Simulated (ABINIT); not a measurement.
TePb, 2 atoms in the cell. Symmetry: Pm-3m, No. 221, cubic system. The conventional cell has a = 4.002 Å, b = 4.002 Å, c = 4.002 Å, α = 90.00°, β = 90.00°, γ = 90.00°. Pb (site symmetry m-3m) has 8 Te at 3.47 Å as nearest neighbours. Te (site symmetry m-3m) is surrounded by 8 Pb at 3.47 Å. Measurements of this composition are mostly on another form, of space group No. 225.

| Item | Value |
| --- | --- |
| Program | ABINIT 10.8.3 (patched build) |
| Task | equation of state |
| Functional | PBEsol |
| Potentials or basis | JTH PAW PBE v2.0 |
| Cutoff | 599 eV |
| k mesh | 7 × 7 × 7 |
| Occupations | fermi-dirac, width 0.05 eV |
| Spin | no spin polarisation |
| Fine-grid cutoff | 1197.3 eV |
| Exchange and correlation inside the PAW spheres | full angular mesh (pawxcdev 0, this build's default; the released program takes 1) |

Potentials or basis: JTH PAW PBE v2.0.

Run with:

```sh
$ abinit run.abi > log 2>&1
```

Hardware: 1 thread of Intel(R) Xeon(R) Platinum 8488C (Sapphire Rapids) (shared host).

**Question.** Estimate the wall time of this run.

**Answer.** It took 2.3 min on 1 thread of Intel(R) Xeon(R) Platinum 8488C (Sapphire Rapids) (shared host), peak memory 0.16 GiB. Counts: scf iterations 68, mpi ranks 1, k points 20, bands 14, plane waves 2021.
